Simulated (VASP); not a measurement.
# KF (R-3m) in VASP: notebook

One crystal, KF, is run at these levels: r2SCAN, PBE; tasks: single point.

All numbers are computed with VASP 6.6.1; they aren't measurements. Logs are shortened: lines on timing, memory, paths and dates and some standing lists are left out, and cuts for length are marked.

**1. The cell of the first run**

The structure is trigonal, space group R-3m (No. 166). Conventional cell: a = 4.496 Å, b = 4.496 Å, c = 5.650 Å, α = 90.00°, β = 90.00°, γ = 120.00°. K (site symmetry -3m) is surrounded by 8 F at 2.76 to 2.83 Å. Around F (site symmetry -3m) lie 8 K at 2.76 to 2.83 Å.

The cell was built by a generator and needn't be a form met in nature.

**2. Single point, r2SCAN (shear_111 strain +2.6%)**

File POSCAR:

```
KF
1.0
    3.2066328188      0.0277621373      0.0277621373
    0.0277621373      3.2066328188      0.0277621373
    0.0277621373      0.0277621373      3.2066328188
K F
1 1
Direct
    0.0000000000      0.0000000000      0.0000000000
    0.5000000000      0.5000000000      0.5000000000
```

File INCAR.step1:

```
PREC = Accurate
ENCUT = 520
ISMEAR = 0
SIGMA = 0.01
LREAL = F
LASPH = T
NELM = 60
NBANDS = 15
GGA = PE
ALGO = Normal
EDIFF = 1E-4
LWAVE = T
LCHARG = F
```

File INCAR.step2:

```
PREC = Accurate
ENCUT = 520
EDIFF = 1E-7
ISMEAR = 0
SIGMA = 0.01
LREAL = F
LASPH = T
NELM = 60
ALGO = Normal
ISIF = 2
LWAVE = F
LCHARG = F
METAGGA = R2SCAN
LMIXTAU = T
NBANDS = 15
ISTART = 1
```

File KPOINTS:

```
regular mesh
0
Gamma
  8 8 8
```

Potentials or basis: VASP PAW PBE potentials, release 64 (K_sv, F).

Launch:

```sh
$ cat potpaw_PBE.64/K_sv/POTCAR potpaw_PBE.64/F/POTCAR > POTCAR
$ cp INCAR.step1 INCAR
$ mpirun -np 1 vasp_std > vasp.out
$ cp INCAR.step2 INCAR
$ mpirun -np 1 vasp_std > vasp.out
```

OUTCAR:

```text
PREC = Accurate
   ENCUT = 520
   EDIFF = 1E-7
   ISMEAR = 0
   LREAL = F
   LASPH = T
   NELM = 60
   ISIF = 2
   METAGGA = R2SCAN
   ISTART = 1

 ion  position               nearest neighbor table
   1  0.000  0.000  0.000-   2 2.76   2 2.76   2 2.76   2 2.76   2 2.76   2 2.76   2 2.83   2 2.83

   2  0.500  0.500  0.500-   1 2.76   1 2.76   1 2.76   1 2.76   1 2.76   1 2.76   1 2.83   1 2.83

  LATTYP: Found a trigonal (rhomboedric) cell.
 ALAT       =     3.2068731667
 COS(alpha) =     0.0173877946

  Lattice vectors:

 A1 = (   3.2066328188,   0.0277621373,   0.0277621373)
 A2 = (   0.0277621373,   3.2066328188,   0.0277621373)
 A3 = (   0.0277621373,   0.0277621373,   3.2066328188)

Analysis of symmetry for initial positions (statically):
=====================================================================
 Subroutine PRICEL returns:
 Original cell was already a primitive cell.

 Routine SETGRP: Setting up the symmetry group for a
 trigonal (rhombohedral) supercell.

 Subroutine GETGRP returns: Found 12 space group operations
 (whereof 12 operations were pure point group operations)
 out of a pool of 12 trial point group operations.

The static configuration has the point symmetry D_3d.

Analysis of symmetry for dynamics (positions and initial velocities):
=====================================================================
 Subroutine PRICEL returns:
 Original cell was already a primitive cell.

 Routine SETGRP: Setting up the symmetry group for a
 trigonal (rhombohedral) supercell.

 Subroutine GETGRP returns: Found 12 space group operations
 (whereof 12 operations were pure point group operations)
 out of a pool of 12 trial point group operations.

The dynamic configuration has the point symmetry D_3d.

 Subroutine INISYM returns: Found 12 space group operations
 (whereof 12 operations are pure point group operations),
 and found     1 'primitive' translations

----------------------------------------------------------------------------------------

                                     Primitive cell

  volume of cell :      32.9648

  direct lattice vectors                    reciprocal lattice vectors
     3.206632819  0.027762137  0.027762137     0.311899960 -0.002677165 -0.002677165
     0.027762137  3.206632819  0.027762137    -0.002677165  0.311899960 -0.002677165
     0.027762137  0.027762137  3.206632819    -0.002677165 -0.002677165  0.311899960

  length of vectors
     3.206873167  3.206873167  3.206873167     0.311922938  0.311922938  0.311922938

  position of ions in fractional coordinates (direct lattice)
     0.000000000  0.000000000  0.000000000
     0.500000000  0.500000000  0.500000000

  ion indices of the primitive-cell ions
   primitive index   ion index
                 1           1
                 2           2

----------------------------------------------------------------------------------------

 KPOINTS: regular mesh

Automatic generation of k-mesh.
 Grid dimensions read from file:
 generate k-points for:    8    8    8

 Generating k-lattice:

  Cartesian coordinates                     Fractional coordinates (reciprocal lattice)
     0.038987495 -0.000334646 -0.000334646     0.125000000 -0.000000000 -0.000000000
    -0.000334646  0.038987495 -0.000334646    -0.000000000  0.125000000 -0.000000000
    -0.000334646 -0.000334646  0.038987495    -0.000000000 -0.000000000  0.125000000

  Length of vectors
     0.038990367  0.038990367  0.038990367

  Shift w.r.t. Gamma in fractional coordinates (k-lattice)
     0.000000000  0.000000000  0.000000000

 Subroutine IBZKPT returns following result:
 ===========================================

 Found     65 irreducible k-points:

 Following reciprocal coordinates:
            Coordinates               Weight
  0.000000  0.000000  0.000000      1.000000
  0.125000  0.000000  0.000000      6.000000
  0.250000  0.000000  0.000000      6.000000
  0.375000  0.000000  0.000000      6.000000
  0.500000  0.000000  0.000000      3.000000
  0.125000  0.125000  0.000000      6.000000
[... 16 lines left out ...]
  0.250000  0.125000  0.125000      6.000000
  0.375000  0.125000  0.125000      6.000000
 [... further k-points ...]
   k-points           NKPTS =     65   k-points in BZ     NKDIM =     65   number of bands    NBANDS=     15
   number of dos      NEDOS =    301   number of ions     NIONS =      2
   total plane-waves  NPLWV =  13824
   dimension x,y,z NGX =    24 NGY =   24 NGZ =   24
   dimension x,y,z NGXF=    48 NGYF=   48 NGZF=   48
   ions per type =               1   1
   NGX,Y,Z   is equivalent  to a cutoff of  12.44, 12.44, 12.44 a.u.
   NGXF,Y,Z  is equivalent  to a cutoff of  24.88, 24.88, 24.88 a.u.
 SYSTEM =  unknown system
   PREC   = accura    normal or accurate (medium, high low for compatibility)
   ISTART =      1    job   : 0-new  1-cont  2-samecut
   ICHARG =      0    charge: 1-file 2-atom 10-const
   ISPIN  =      1    spin polarized calculation?
   LNONCOLLINEAR =      F non collinear calculations
   LSORBIT =      F    spin-orbit coupling
   LASPH  =      T    aspherical Exc in radial PAW
   ENCUT  =  520.0 eV  38.22 Ry    6.18 a.u.   5.96  5.96  5.96*2*pi/ulx,y,z
   NELM   =     60;   NELMIN=  2; NELMDL=  0     # of ELM steps
   EDIFF  = 0.1E-06   stopping-criterion for ELM
   LREAL  =      F    real-space projection
   EDIFFG = 0.1E-05   stopping-criterion for IOM
   NSW    =      0    number of steps for IOM
   IBRION =     -1    ionic relax: 0-MD 1-quasi-New 2-CG
   NFREE  =      0    steps in history (QN), initial steepest desc. (CG)
   ISIF   =      2    stress and relaxation
   ISYM   =      2    0-nonsym 1-usesym 2-fastsym
   POTIM  = 0.5000    time-step for ionic-motion
   TEBEG  =    0.0;   TEEND  =   0.0 temperature during run
   PSTRESS=    0.0 pullay stress
   NELECT =      16.0000    total number of electrons
   NUPDOWN=      -1.0000    fix difference up-down
   EMIN   =  10.00;   EMAX   =-10.00  energy-range for DOS
   EFERMI =   0.00;   METHOD = LEGACY
   ISMEAR =     0;   SIGMA  =   0.01  broadening in eV -4-tet -1-fermi 0-gaus
   EFERMI_NEDOS =   21; number of points for ismear=-14 and -15
   IALGO  =     38    algorithm
   IMIX   =      4    mixing-type and parameters
     AMIX     =   0.40;   BMIX     =  1.00
     AMIX_MAG =   1.60;   BMIX_MAG =  1.00
  volume/ion in A,a.u.               =      16.48       111.23
  Fermi-wavevector in a.u.,A,eV,Ry     =   1.286564  2.431253 22.520991  1.655246
  Thomas-Fermi vector in A             =   2.418631
   LORBIT       =      0    0 simple, 1 ext, 2 COOP (PROOUT), +10 PAW based schemes
   METAGGA = R2SCAN    functional components
   LHFCALC =     F    Hartree Fock is set to
   AEXX    =    0.0000 exact exchange contribution
   IVDW    =     0    specifies the selected vdW correction
   LEPSILON=     F    determine dielectric tensor
   LRPA    =     F    only Hartree local field effects (RPA)
 non-spin polarized calculation
 Gauss-broadening in eV      SIGMA  =   0.01
  energy-cutoff  :      520.00
  volume of cell :       32.96
 maximum number of plane-waves:       914
   NGX = 11   NGY = 11   NGZ = 11

 number of electron      15.9999982 magnetization

 Free energy of the ion-electron system (eV)
  ---------------------------------------------------
  ext. energy  EPLUGINS =         0.00000000
  ---------------------------------------------------
  free energy    TOTEN  =       -14.85729894 eV

  energy without entropy =      -14.85729894  energy(sigma->0) =      -14.85729894

 E-fermi :  -2.3780     XC(G=0):  -9.7622

 val. band max:       -2.4295047300   @ k =   0.5000   0.5000   0.0000
 cond. band min:       5.0892451705   @ k =   0.0000   0.0000   0.0000
 fundamental gap:      7.5187499005
 Fermi energy:        -2.3780209534

 k-point     1 :       0.0000    0.0000    0.0000
  band No.  band energies     occupation
      1     -30.3435      2.00000
      2     -22.5008      2.00000
      3     -12.5521      2.00000
      4     -12.5521      2.00000
      5     -12.5421      2.00000
      6      -2.4688      2.00000
      7      -2.4688      2.00000
      8      -2.4687      2.00000
      9       5.0892      0.00000
     10       6.6433      0.00000
     11       6.6433      0.00000
     12      12.6118      0.00000
     13      12.6118      0.00000
     14      12.6694      0.00000
     15      20.2957      0.00000

 k-point     2 :       0.1250    0.0000    0.0000
  band No.  band energies     occupation
      1     -30.3218      2.00000
      2     -22.5064      2.00000
      3     -12.6666      2.00000
      4     -12.5333      2.00000
      5     -12.5275      2.00000
      6      -2.6752      2.00000
      7      -2.4904      2.00000
      8      -2.4842      2.00000
      9       5.5186      0.00000
     10       6.7709      0.00000
     11       7.0388      0.00000
     12      12.3528      0.00000
     13      12.3594      0.00000
     14      12.6825      0.00000
     15      19.2302      0.00000

 k-point     3 :       0.2500    0.0000    0.0000
  band No.  band energies     occupation
      1     -30.2688      2.00000
      2     -22.5210      2.00000
      3     -12.9383      2.00000
      4     -12.4873      2.00000
      5     -12.4837      2.00000
      6      -3.1256      2.00000
      7      -2.5440      2.00000
      8      -2.5229      2.00000
      9       6.5550      0.00000
     10       7.1105      0.00000
     11       8.0864      0.00000
     12      11.7669      0.00000
     13      11.8176      0.00000
     14      12.8086      0.00000
     15      17.6288      0.00000
[... 343 lines left out ...]
 k-point    23 :       0.2500    0.1250    0.1250
  band No.  band energies     occupation
      1     -30.2314      2.00000
      2     -22.5030      2.00000
      3     -12.9398      2.00000
      4     -12.6100      2.00000
      5     -12.6045      2.00000
      6      -3.0645      2.00000
      7      -2.6672      2.00000
      8      -2.6120      2.00000
      9       7.0853      0.00000
     10       7.6738      0.00000
     11       8.3861      0.00000
     12      11.2647      0.00000
     13      11.3162      0.00000
     14      11.9730      0.00000
     15      18.2078      0.00000

 k-point    24 :       0.3750    0.1250    0.1250
  band No.  band energies     occupation
      1     -30.1798      2.00000
      2     -22.5061      2.00000
      3     -13.2108      2.00000
      4     -12.5922      2.00000
      5     -12.5585      2.00000
      6      -3.3819      2.00000
      7      -2.7343      2.00000
      8      -2.5803      2.00000
      9       7.9952      0.00000
     10       8.0215      0.00000
     11       9.0560      0.00000
     12      10.7431      0.00000
     13      11.5118      0.00000
     14      11.9827      0.00000
     15      16.7061      0.00000

 [... further k-points ...]

------------------------ aborting loop because EDIFF is reached ----------------------------------------

  FORCE on cell =-STRESS in cart. coord.  units (eV):
  Direction    XX          YY          ZZ          XY          YZ          ZX
  --------------------------------------------------------------------------------------
  -------------------------------------------------------------------------------------
  Total       -0.2099538     -0.2099538     -0.2099538     -0.0315447     -0.0315447     -0.0315447
  in kB      -10.2043115    -10.2043115    -10.2043115     -1.5331546     -1.5331546     -1.5331546
  external PRESSURE =     -10.2043115 kB  Pullay stress =       0.0000000 kB

 VOLUME and BASIS-vectors are now :
 -----------------------------------------------------------------------------
  energy-cutoff  :      520.00
  volume of cell :       32.96
      direct lattice vectors                 reciprocal lattice vectors
     3.206632819  0.027762137  0.027762137     0.311899960 -0.002677165 -0.002677165
     0.027762137  3.206632819  0.027762137    -0.002677165  0.311899960 -0.002677165
     0.027762137  0.027762137  3.206632819    -0.002677165 -0.002677165  0.311899960

 POSITION                                       TOTAL-FORCE (eV/Angst)
 -----------------------------------------------------------------------------------
      0.00000      0.00000      0.00000        -0.000000      0.000000      0.000000
      1.63108      1.63108      1.63108         0.000000     -0.000000      0.000000
 -----------------------------------------------------------------------------------
    total drift:                                0.000000      0.000000     -0.000000

  FREE ENERGIE OF THE ION-ELECTRON SYSTEM (eV)
  ---------------------------------------------------
  free  energy   TOTEN  =       -14.8572989364 eV

  energy  without entropy=      -14.8572989364  energy(sigma->0) =      -14.85729894
```

Wall time 1.7 min (1 thread of AMD EPYC 7R13 (Zen 3), shared host); peak memory 0.12 GiB.

Results:

- Free energy: -14.8573 eV
- Pressure: -1.0 GPa
- Band gap on the k mesh: 7.52 eV, indirect (least direct gap 7.56 eV)

Caveat: the PAW data sets were made with another functional, which shifts forces and pressure a little.

**3. Single point, PBE (biaxial_xy strain +2.9%)**

File INCAR:

```
PREC = Accurate
ENCUT = 520
EDIFF = 1E-6
ISMEAR = -1
SIGMA = 0.02
LREAL = False
LASPH = True
NELM = 60
ALGO = Normal
ISIF = 2
LWAVE = False
LCHARG = False
GGA = PE
NBANDS = 15
```

KPOINTS is that of step 2.

File POSCAR:

```
KF
1.0
    3.2704221571      0.0000000000      0.0000000000
    0.0000000000      3.2704221571      0.0000000000
    0.0000000000      0.0000000000      3.1788706815
K F
1 1
Direct
    0.0000000000      0.0000000000      0.0000000000
    0.5000000000      0.5000000000      0.5000000000
```

Potentials or basis: VASP PAW PBE potentials, release 64 (K_sv, F).

Launch:

```sh
$ cat potpaw_PBE.64/K_sv/POTCAR potpaw_PBE.64/F/POTCAR > POTCAR
$ mpirun -np 1 vasp_std > vasp.out
```

OUTCAR:

```text
PREC = Accurate
   ENCUT = 520
   EDIFF = 1E-6
   ISMEAR = -1
   LREAL = False
   LASPH = True
   NELM = 60
   ISIF = 2
   GGA = PE

 ion  position               nearest neighbor table
   1  0.000  0.000  0.000-   2 2.81   2 2.81   2 2.81   2 2.81   2 2.81   2 2.81   2 2.81   2 2.81

   2  0.500  0.500  0.500-   1 2.81   1 2.81   1 2.81   1 2.81   1 2.81   1 2.81   1 2.81   1 2.81

  LATTYP: Found a simple tetragonal cell.
 ALAT       =     3.2704221571
 C/A-ratio  =     0.9720062208
[... 621 lines left out ...]

------------------------ aborting loop because EDIFF is reached ----------------------------------------

  FORCE on cell =-STRESS in cart. coord.  units (eV):
  Direction    XX          YY          ZZ          XY          YZ          ZX
  --------------------------------------------------------------------------------------
  -------------------------------------------------------------------------------------
  Total       -0.0441708     -0.0441708      0.4806892      0.0000000      0.0000000     -0.0000000
  in kB       -2.0814488     -2.0814488     22.6513711      0.0000000      0.0000000     -0.0000000
  external PRESSURE =       6.1628245 kB  Pullay stress =       0.0000000 kB

 VOLUME and BASIS-vectors are now :
 -----------------------------------------------------------------------------
  energy-cutoff  :      520.00
  volume of cell :       34.00
      direct lattice vectors                 reciprocal lattice vectors
     3.270422157  0.000000000  0.000000000     0.305770923  0.000000000  0.000000000
     0.000000000  3.270422157  0.000000000     0.000000000  0.305770923  0.000000000
     0.000000000  0.000000000  3.178870681     0.000000000  0.000000000  0.314577125

 POSITION                                       TOTAL-FORCE (eV/Angst)
 -----------------------------------------------------------------------------------
      0.00000      0.00000      0.00000         0.000000      0.000000      0.000000
      1.63521      1.63521      1.58944         0.000000      0.000000      0.000000
 -----------------------------------------------------------------------------------
    total drift:                                0.000000      0.000000     -0.000000

  FREE ENERGIE OF THE ION-ELECTRON SYSTEM (eV)
  ---------------------------------------------------
  free  energy   TOTEN  =        -8.0866577572 eV

  energy  without entropy=       -8.0866577572  energy(sigma->0) =       -8.08665776
```

OSZICAR:

```text
N       E                     dE             d eps       ncg     rms          rms(c)
DAV:   1     0.109298290063E+03    0.10930E+03   -0.84454E+03  2250   0.106E+03
DAV:   2    -0.505809803830E+01   -0.11436E+03   -0.10613E+03  3012   0.288E+02
DAV:   3    -0.918865160949E+01   -0.41306E+01   -0.41162E+01  2680   0.482E+01
DAV:   4    -0.930098098525E+01   -0.11233E+00   -0.11231E+00  3292   0.741E+00
DAV:   5    -0.930314959988E+01   -0.21686E-02   -0.21686E-02  2913   0.858E-01    0.597E+00
DAV:   6    -0.815610816448E+01    0.11470E+01   -0.27780E+00  2453   0.136E+01    0.386E+00
DAV:   7    -0.811054718564E+01    0.45561E-01   -0.65444E-02  2858   0.226E+00    0.203E+00
DAV:   8    -0.808575970396E+01    0.24787E-01   -0.41439E-02  2698   0.211E+00    0.280E-01
DAV:   9    -0.808642933811E+01   -0.66963E-03   -0.26434E-03  2854   0.509E-01    0.111E-01
DAV:  10    -0.808662697207E+01   -0.19763E-03   -0.36561E-04  2617   0.189E-01    0.801E-02
DAV:  11    -0.808666124335E+01   -0.34271E-04   -0.44590E-05  2623   0.713E-02    0.179E-02
DAV:  12    -0.808665778100E+01    0.34623E-05   -0.63224E-06  2784   0.297E-02    0.305E-03
DAV:  13    -0.808665775722E+01    0.23789E-07   -0.76412E-07  1973   0.884E-03
   1 F= -.80866578E+01 E0= -.80866578E+01  d E =-.163429E-11
```

It took 37 s on 1 thread of AMD EPYC 7R13 (Zen 3), shared host; peak memory 0.13 GiB.

Results:

```yaml
Free_energy: -8.0867 eV
Pressure: 0.6 GPa
Band_gap_on_the_k_mesh: 6.31 eV, indirect (least direct gap 6.36 eV)
```

Levels at points of the mesh, in eV from the valence-band top:
```csv
k point,band 6,band 7,band 8,band 9,band 10,band 11
"(0.00, 0.00, 0.00)",-0.15,-0.15,-0.05,6.31,8.21,8.27
"(0.50, 0.00, 0.00)",-1.31,-0.28,-0.15,9.17,9.36,10.93
"(0.50, 0.50, 0.00)",-0.68,-0.68,0.00,8.60,8.87,12.07
"(0.00, 0.00, 0.50)",-1.31,-0.26,-0.26,9.34,9.56,11.06
"(0.50, 0.00, 0.50)",-0.71,-0.67,-0.09,8.36,9.02,11.65
"(0.50, 0.50, 0.50)",-1.14,-1.12,-1.12,10.33,10.33,10.65
```

A k mesh can miss the band edges.
